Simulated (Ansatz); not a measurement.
# Ga2O3 (C2/m) in Ansatz: further runs

Aim: see how the results for Ga2O3 move with the level of theory and the settings. Levels: m-r2SCAN, PBE. Tasks: band structure.

Everything below comes from runs of Ansatz 0.2.0. Logs are shortened: lines on timing, memory, paths and dates and some standing lists are left out, and cuts for length are marked.

### Step 1. The structure

It takes space group C2/m (No. 12, monoclinic). The conventional cell has a = 12.214 Å, b = 3.037 Å, c = 5.798 Å, α = 90.00°, β = 103.83°, γ = 90.00°. Ga (site symmetry m) is surrounded by 6 O at 1.94 to 2.07 Å. Around Ga (site symmetry m) lie 4 O at 1.83 to 1.86 Å. O (site symmetry m) is surrounded by 3 Ga at 1.83 to 1.94 Å. O (site symmetry m) has 4 Ga at 1.86 to 2.07 Å as nearest neighbours. Around O (site symmetry m) lie 3 Ga at 1.83 to 1.94 Å.

### Step 2. Band structure, m-r2SCAN

The input, input.yaml:

```yaml
crystal:
  lattice:
    - [6.107, -1.51855, 0.0]
    - [6.107, 1.51855, 0.0]
    - [-1.3859888959, 0.0, 5.630008738]
  atoms:
    - { symbol: Ga, position: [0.34134, 0.34134, 0.68598] }
    - { symbol: Ga, position: [0.65866, 0.65866, 0.31402] }
    - { symbol: Ga, position: [0.9095, 0.9095, 0.2054] }
    - { symbol: Ga, position: [0.0905, 0.0905, 0.7946] }
    - { symbol: O, position: [0.5041, 0.5041, 0.7434] }
    - { symbol: O, position: [0.4959, 0.4959, 0.2566] }
    - { symbol: O, position: [0.8267, 0.8267, 0.4368] }
    - { symbol: O, position: [0.1733, 0.1733, 0.5632] }
    - { symbol: O, position: [0.8355, 0.8355, 0.8902] }
    - { symbol: O, position: [0.1645, 0.1645, 0.1098] }
hamiltonian:
  xc: mr2scan
  pseudopotentials: { kind: paw }
kpoints:
  mp_grid: { grid: [9, 9, 5] }
  band_path:
    path:
      - [[0.0, 0.5, 0.0], [0.0, 0.0, 0.0], [0.0, 0.0, -0.5]]
      - [[0.0, 0.5, -0.5], [0.0, 0.0, 0.0], [-0.5, -0.5, 0.5]]
      - [[-0.5, 0.0, 0.5], [0.0, 0.0, 0.0], [-0.5, -0.5, 0.0]]
      - [[-0.5, 0.0, 0.0], [0.0, 0.0, 0.0]]
    npoints: 10
scf:
  occupations: { method: fermi_dirac, width: 0.05 }
  n_extra_bands: 25
output:
  forces: true
  stress: true
  eigenvalues: true
  fatbands: false
  write_density: true
  write_potential: true
  elf: true
  volumetric_format: npy
```

Potentials or basis: Ansatz PAW.

Launch:

```bash
$ ansatz run input.yaml --threads 2 --pin off --max-ram 5120MiB --backend cpu --events-out ev --progress --plain --runs-dir out
```

Log:

```text
Warning: RAYON_NUM_THREADS=2 ignored (pool sized by the plan → 2); use --threads N
basis.fft_grid_basis auto: the FFT boxes are laid along the combinations [[1, -1, 0], [0, 1, 0], [0, 0, 1]] of the cell's own vectors, 3.037, 6.293 and 5.798 Å long. The dense box has 24×48×45 points. Along the cell's own vectors, as sized, it would have 48×48×45, 2.00 times as many. Of the 4 symmetry operations that the crystal satisfies within crystal.symmetry.tolerance (time reversal apart; of a slab, those that keep its plane) the dense box along the cell's own vectors carries 4, and the one as laid loses 2 of those. basis.fft_grid_basis: typed keeps the cell's own vectors: state it where this run's energies or levels are differenced outside the engine with another run's, or held beside a run that keeps those vectors. Those combinations have planes normal to reciprocal vector 3, as the cell's own vectors have. Each planar average written beside output.write_density, output.write_potential has a row for each plane of the box: 45. The volumetric files lie along those combinations, not along the cell's own vectors: a cube or XSF file states them, and fields.json those of NumPy files.
scf.n_extra_bands = 25 over 44 filled bands (N_el = 88.0): the run solves 69 bands
Engine: ansatz 0.2.0, aarch64-unknown-linux-gnu
Pseudopotentials: kind: paw
Pseudopotential: Ga, paw, valence charge 13, recommended cutoff 500 eV (meta_gga), Ga.paw.azcp
Pseudopotential: O, paw, valence charge 6, recommended cutoff 500 eV (meta_gga), O.paw.azcp
Functional definition: m-r2SCAN
  exchange = m_r2scan_x
  correlation = m_r2scan_c
Crystal: 10 atoms, lattice volume = 104.423 Å³
Basis set: ecut = 500 eV, 2661 PW (Γ), FFT grids on a1−a2, a2, a3, exchange–correlation on 96×192×180 points (64 copies of the dense FFT grid, shifted against one another)
Bands: 69, of which v1, the nominal top of the filled ones, is band 44 counted from 1 (43 counted from 0)
Symmetry: 4 space group operations
Space group: C2/m (ITA 12), of the structure as read, at distance tolerance 4.7e-5 Å
k-points: 115 of 405
Non-local potential: Ga, projectors of the file, l = 0: 2, l = 1: 2, l = 2: 3, l = 3: 1
Non-local potential: O, projectors of the file, l = 0: 2, l = 1: 2, l = 2: 1
PAW form: soft (Blöchl's): semilocal exchange-correlation on the pseudo side does not see the compensation charge
PAW frozen core: Ga, regenerated for the run's functional (the file was generated under x = pbe(κ = 0.804, μ = 0.2195149727645171), c = pbe(β = 0.06672455060314922))
[... 34 lines left out ...]
  E_aug_tail   = 0.006025  (compensation charges beyond the density's cutoff)
  E_vtau       = 51.719241  (kinetic-family band-sum trace: ∫τ·v_τ [+ j·A + Jᵃ·Aᵃ] dr)
  E_ewald      = -7424.773589
  E_core_change = -2.803925  (= ΣΔE_core)
  E_smearing   = -0.000000  (= −TS)
  E_closure    = -0.000000  (closes the sum)
  Σ components = -18577.838723   (vs F -18577.838723, Δ=0.00e0)
--- Forces (eV/Å), atoms counted from 1 ---
  atom   1  Ga    -0.01169944     0.00000000    -0.07367368
  atom   2  Ga     0.01169944    -0.00000000     0.07367368
  atom   3  Ga    -0.09819409     0.00000000    -0.04866969
  atom   4  Ga     0.09819409    -0.00000000     0.04866969
  atom   5  O     -0.09905868    -0.00000000     0.01235573
  atom   6  O      0.09905868     0.00000000    -0.01235573
  atom   7  O      0.02504081    -0.00000000    -0.00185524
  atom   8  O     -0.02504081     0.00000000     0.00185524
  atom   9  O      0.00615748    -0.00000000     0.11005083
  atom  10  O     -0.00615748     0.00000000    -0.11005083
  max |Σ_I F_I| component: 9.54e-18 eV/Å
--- Stress (GPa, compression-positive) ---
        1.343834       0.000000      -0.063160
        0.000000       1.336645      -0.000000
       -0.063155      -0.000000       1.093721
  P = ⅓ Tr σ = 1.2581 GPa (12.581 kbar)
--- Band table (eV; the first three rows and the last of 115) ---
  k-point 0: bands = ["-12.0808", "-10.9522", "-10.9232", "-10.7756", "-10.3294", "-10.3130", "-5.4457", "-5.4013", "-5.3959", "-5.3316", "-5.2387", "-5.2217", "-5.2177", "-5.1938", "-5.1415", "-5.0108", "-4.9834", "-4.9808", "-4.9729", "-4.9684", "-4.9419", "-4.9402", "-4.8852", "-4.7982", "-4.6640", "-4.6227", "0.7883", "1.8726", "3.0286", "3.5709", "4.2131", "5.0989", "5.1891", "5.5782", "5.8066", "5.8901", "6.1454", "6.1828", "6.8351", "7.1034", "7.1188", "7.2926", "7.4917", "7.7447", "10.8600", "14.2332", "15.2379", "15.3811", "16.3788", "17.3633", "18.0617", "18.0973", "19.8897", "21.1642", "21.4282", "21.6335", "21.6949", "22.0695", "22.3301", "22.5881", "23.6755", "23.9289", "25.0357", "25.1929", "26.2003", "26.8686", "27.4058", "28.0110", "28.1370"]
  k-point 1: bands = ["-12.0113", "-11.0832", "-10.9286", "-10.7179", "-10.3847", "-10.2710", "-5.4337", "-5.4032", "-5.3972", "-5.3295", "-5.2874", "-5.2284", "-5.2136", "-5.2045", "-5.1384", "-5.0117", "-5.0017", "-4.9968", "-4.9933", "-4.9548", "-4.9384", "-4.9258", "-4.8836", "-4.7733", "-4.7457", "-4.4832", "0.9662", "2.0544", "2.8214", "3.6239", "4.2944", "5.0924", "5.3545", "5.4888", "5.7556", "5.7922", "6.0047", "6.1975", "6.6431", "7.0515", "7.1325", "7.2002", "7.3716", "7.5221", "11.4844", "14.3916", "15.1543", "15.4199", "16.2089", "17.3164", "17.8225", "18.4416", "20.2601", "21.2511", "21.4187", "21.4466", "21.7269", "22.1467", "22.5500", "22.8385", "23.6995", "24.0779", "24.7525", "24.9430", "25.8543", "27.0248", "27.0549", "28.0124", "28.2165"]
  k-point 2: bands = ["-11.8505", "-11.3118", "-10.9403", "-10.6438", "-10.4201", "-10.2667", "-5.4052", "-5.4051", "-5.3999", "-5.3610", "-5.3161", "-5.2738", "-5.2101", "-5.1789", "-5.1437", "-5.0194", "-5.0181", "-5.0172", "-4.9976", "-4.9731", "-4.9362", "-4.8904", "-4.8818", "-4.7988", "-4.7359", "-4.3638", "1.4592", "2.1171", "2.6445", "3.5430", "4.5747", "5.1013", "5.1864", "5.5385", "5.6939", "5.7693", "5.8992", "6.2407", "6.3256", "6.4466", "7.1443", "7.1511", "7.2864", "7.4717", "12.6865", "13.8769", "15.2409", "15.7128", "16.2753", "16.5575", "18.3983", "18.5884", "20.5200", "20.5996", "21.2763", "22.0935", "22.1510", "22.8147", "22.8825", "23.0496", "23.2778", "24.0911", "24.4482", "24.8397", "24.9166", "26.5381", "27.3670", "28.1343", "28.4828"]
  k-point 114: bands = ["-11.6055", "-11.2706", "-11.0529", "-10.6702", "-10.4676", "-10.2113", "-5.4312", "-5.3975", "-5.3668", "-5.3629", "-5.2980", "-5.2908", "-5.1858", "-5.1813", "-5.1620", "-5.1168", "-5.0517", "-5.0472", "-4.9943", "-4.9791", "-4.9388", "-4.9111", "-4.8878", "-4.8189", "-4.3774", "-4.1846", "1.8918", "2.2514", "2.8021", "3.2511", "4.0784", "4.3134", "4.7923", "4.9537", "5.2090", "5.3942", "5.8153", "6.2614", "6.6945", "6.7312", "7.0172", "7.2078", "7.2656", "7.7651", "13.8092", "14.3056", "14.9228", "15.5011", "15.9190", "16.7486", "18.6117", "19.0386", "20.2650", "20.6813", "21.3856", "21.6271", "21.8477", "22.1178", "22.4889", "23.0059", "23.7446", "23.9841", "24.5364", "24.8572", "26.1072", "26.7857", "27.1370", "28.1095", "28.9283"]
```

bands.tsv:

```text
[... 96 lines left out ...]
```

Run time: 88 s. Hardware: 2 threads of Arm Neoverse V1, shared host; peak memory 1.1 GiB.

Results:

```yaml
Free_energy: -18577.8387 eV
Pressure: 1.3 GPa
Largest_force: 0.110 eV/Å
Band_gap_on_the_k_mesh: 3.09 eV, indirect (least direct gap 3.12 eV)
Band_gap_along_the_path: 3.10 eV, indirect (least direct gap 3.12 eV)
```

Forces on the atoms (eV/Å):
```
Ga  -0.012  0.000 -0.074
Ga   0.012  0.000  0.074
Ga  -0.098  0.000 -0.049
Ga   0.098  0.000  0.049
O   -0.099  0.000  0.012
O    0.099  0.000 -0.012
O    0.025  0.000 -0.002
O   -0.025  0.000  0.002
O    0.006  0.000  0.110
O   -0.006  0.000 -0.110
```

Levels at the corners of the path, in eV from the valence-band top:
```
point  band 40  band 41  band 42  band 43  band 44  band 45  band 46  band 47  band 48  band 49
    X    -1.27    -0.73    -0.71    -0.44    -0.16     6.45     7.39     8.10     8.37     8.86
    Γ    -0.66    -0.64    -0.47    -0.27    -0.02     3.10     6.47     7.48     7.62     8.62
    Y    -1.41    -0.65    -0.61    -0.46    -0.30     5.49     5.60     7.55     8.07     8.56
    L    -1.23    -1.13    -1.07    -0.74    -0.66     7.75     7.79     8.69     8.89     9.32
    Γ    -0.66    -0.64    -0.47    -0.27    -0.02     3.10     6.47     7.48     7.62     8.62
    Z    -0.68    -0.61    -0.58    -0.58     0.00     5.93     6.05     7.05     7.37     7.75
    N    -1.23    -1.13    -1.07    -0.74    -0.66     7.75     7.79     8.69     8.89     9.32
    Γ    -0.66    -0.64    -0.47    -0.27    -0.02     3.10     6.47     7.48     7.62     8.62
    M    -1.08    -0.65    -0.64    -0.41    -0.17     5.26     5.53     6.57     7.43     8.84
    R    -1.27    -0.73    -0.71    -0.44    -0.16     6.45     7.39     8.10     8.37     8.86
    Γ    -0.66    -0.64    -0.47    -0.27    -0.02     3.10     6.47     7.48     7.62     8.62
```

Caveat: the PAW data sets come from PBE, with cores solved anew for the run's functional, which leaves a small shift of forces and pressure.

### Step 3. Band structure, PBE

input.yaml, as its differences from that of step 2:

```diff
@@ -17,4 +17,4 @@
 hamiltonian:
-  xc: mr2scan
-  pseudopotentials: { kind: paw }
+  xc: pbe
+  pseudopotentials: { kind: paw, partial_waves: polarizable }
 kpoints:
@@ -36,5 +36 @@
   fatbands: false
-  write_density: true
-  write_potential: true
-  elf: true
-  volumetric_format: npy
```

Potentials or basis: Ansatz PAW polarizable.

Launch:

```bash
$ ansatz run input.yaml --threads 2 --pin off --max-ram 5120MiB --backend cpu --events-out ev --progress --plain --runs-dir out
```

Wall time 37 s (2 threads of Arm Neoverse V1, shared host); peak memory 0.85 GiB.

Results (log left out):

- Free energy: -18539.9734 eV
- Pressure: 9.6 GPa
- Largest force: 0.219 eV/Å
- Band gap on the k mesh: 2.44 eV, indirect (least direct gap 2.46 eV)
- Band gap along the path: 2.44 eV, indirect (least direct gap 2.46 eV)

Forces in eV/Å, atoms in the order of the input:
```
Ga   0.019  0.000 -0.066
Ga  -0.019  0.000  0.066
Ga  -0.107  0.000 -0.062
Ga   0.107  0.000  0.062
O   -0.167  0.000 -0.052
O    0.167  0.000  0.052
O    0.016  0.000  0.053
O   -0.016  0.000 -0.053
O   -0.205  0.000  0.077
O    0.205  0.000 -0.077
```

Stress tensor (GPa, compression positive):
```
 9.37  0.00  0.15
 0.00 10.22  0.00
 0.15  0.00  9.07
```

Levels at the corners of the path, in eV from the valence-band top:
| point | band 42 | band 43 | band 44 | band 45 | band 46 | band 47 |
| --- | --- | --- | --- | --- | --- | --- |
| X | -0.71 | -0.45 | -0.12 | 5.72 | 6.58 | 7.28 |
| Γ | -0.47 | -0.28 | -0.01 | 2.44 | 5.75 | 6.78 |
| Y | -0.61 | -0.48 | -0.30 | 4.82 | 4.94 | 6.78 |
| L | -1.04 | -0.73 | -0.64 | 6.96 | 7.00 | 7.89 |
| Γ | -0.47 | -0.28 | -0.01 | 2.44 | 5.75 | 6.78 |
| Z | -0.59 | -0.58 | 0.00 | 5.23 | 5.36 | 6.30 |
| N | -1.04 | -0.73 | -0.64 | 6.96 | 7.00 | 7.89 |
| Γ | -0.47 | -0.28 | -0.01 | 2.44 | 5.75 | 6.78 |
| M | -0.66 | -0.41 | -0.15 | 4.61 | 4.86 | 5.89 |
| R | -0.71 | -0.45 | -0.12 | 5.72 | 6.58 | 7.28 |
| Γ | -0.47 | -0.28 | -0.01 | 2.44 | 5.75 | 6.78 |

Caveat: the pressure holds a Pulay correction of +0.8 GPa for the finite cutoff.
